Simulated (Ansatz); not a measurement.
## Ansatz run, Se

The input, for Ansatz 0.2.0 (plane waves, PAW):

```yaml
crystal:
  lattice:
    - [4.26112241, 0.0, 0.0]
    - [-2.13056121, 3.69024102, 0.0]
    - [0.0, 0.0, 4.84578805]
  atoms:
    - { symbol: Se, position: [0.218, 0.0, 0.3333] }
    - { symbol: Se, position: [0.0, 0.218, 0.66663] }
    - { symbol: Se, position: [0.782, 0.782, 0.99997] }
  symmetry: { tolerance: 0.0003 }
kpoints:
  mp_grid: { grid: [7, 7, 5], shift: [0, 0, 0] }
  band_path:
    path:
      - [0.0, 0.0, 0.0]
      - [0.5, 0.0, 0.0]
      - [0.33333333, 0.33333333, 0.0]
      - [0.0, 0.0, 0.0]
      - [0.0, 0.0, 0.5]
      - [0.5, 0.0, 0.5]
      - [0.33333333, 0.33333333, 0.5]
      - [0.0, 0.0, 0.5]
      - [0.5, 0.0, 0.5]
      - [0.5, 0.0, 0.0]
      - [0.33333333, 0.33333333, 0.5]
    npoints: 6
magnetization:
  spin_polarized: false
scf:
  occupations: { method: fermi_dirac }
  lower_state_search: "off"
  max_iter: 200
hamiltonian:
  pseudopotentials: { kind: paw }
  xc: pbe
basis:
  ecutwfc: 420
  fft_grid_basis: typed
output:
  forces: true
  stress: true
  eigenvalues: true
  bader: true
  populations: true
  elf: true
  write_potential: true
  volumetric_format: npy
  dos:
    e_range: [-12, 8]
    de: 0.05
    projected: { site_lists: { Se: [Se] } }
checkpoint:
  read: saved_state
```

The saved state is an earlier solution for the same cell, perhaps on another mesh. 

Parts of the output:

```
Warning: the atoms were moved onto the symmetric positions of the space group found under crystal.symmetry.tolerance 3.0e-4 (fractional; no operation is sought that the atoms, as they stand in a round, miss by more than twice it, and no atom is moved by as much as it), and the run uses the moved positions.
Pseudopotentials: kind: paw
Pseudopotential: Se, paw, valence charge 16, recommended cutoff 420 eV (normal), Se.paw.azcp
Functional definition: PBE
  exchange = pbe_x(kappa = kappa, mu = beta*pi^2/3)
  correlation = pbe_c(beta = beta)
Crystal: 3 atoms, lattice volume = 76.198 Å³
Basis set: ecut = 420 eV, 1487 PW (Γ), exchange–correlation on 60×60×72 points (8 copies of the dense FFT grid, shifted against one another)
Bands: 29, of which v1, the nominal top of the filled ones, is band 24 counted from 1 (23 counted from 0)
Symmetry: 6 space group operations
Space group: P3121 (ITA 152), of the structure as read, at distance tolerance 1.3e-3 Å
k-points: 32 of 245 (time reversal used)
Initial density: read from a saved state, or passed on in memory by an earlier SCF of this step, an earlier step, the calling program or the single point that the run made first
Functional: x = pbe(κ = 0.804, μ = 0.2195), c = pbe(β = 0.0667)
SCF iter   1: F=—  Δρ=3.87e-4  dr2=5.69e-5
SCF iter   2: F=—  Δρ=2.20e-4  dr2=2.07e-5
SCF iter   3: F=—  Δρ=2.42e-5  dr2=2.56e-7
SCF iter   4: F=-16406.8778 eV  Δρ=3.57e-6  dr2=9.09e-9
Free energy (F): -16406.8778 eV
Harris-Foulkes:  -16406.8778 eV  (|F-HF|=1.35e-8)
Internal energy: -16406.8776 eV  (E = F + TS)
E sigma→0 (E₀):  -16406.8777 eV
Entropy (-TS):   -0.0002 eV (-0.066 meV/atom)
Fermi energy:    8.6060 eV
--- Per-component energies (eV) ---
  E_band       = -1186.4795
  E_kinetic    = 357.1620
  E_local      = -7616.1501  (includes V_loc(G=0)·N_el)
  E_nonlocal   = -1783.7314
  E_hartree    = 3748.6438
  E_xc         = -313.3703
  E_vxc        = -295.3732  (∫ρ·V_xc dr)
  E_paw        = -5735.1415  (= ΣΔE_a)
  E_vpaw       = 654.3303  (= ΣTr[D̂ρ^β])
  E_aug_tail   = -0.0018  (compensation charges beyond the density's cutoff)
  E_ewald      = -5064.2883
  E_smearing   = -0.0002  (= −TS)
--- Forces (eV/Å), atoms counted from 1 ---
  atom   1  Se     1.9024     0.0000     0.0000
  atom   2  Se    -0.9512     1.6475     0.0000
  atom   3  Se    -0.9512    -1.6475     0.0000
--- Stress (GPa, compression-positive) ---
        8.3973       0.0000       0.0000
        0.0000       8.3973       0.0000
        0.0000       0.0000      14.1110
  P = ⅓ Tr σ = 10.3019 GPa (103.019 kbar)
--- Löwdin populations: 3 sites ---
  site symbol       q [e]
     0     Se     15.9397
     1     Se     15.9397
     2     Se     15.9397
  spilling = 0.0038 (of n_electrons = 48.0000)
--- Bader charges: 3 sites ---
  site symbol  charge [e]  shift [e]
     0     Se      0.0000     0.0000
     1     Se      0.0000     0.0000
     2     Se      0.0000     0.0000
```

Origin: a database entry at a rescaled volume. Caveats: atoms or cell far from equilibrium.
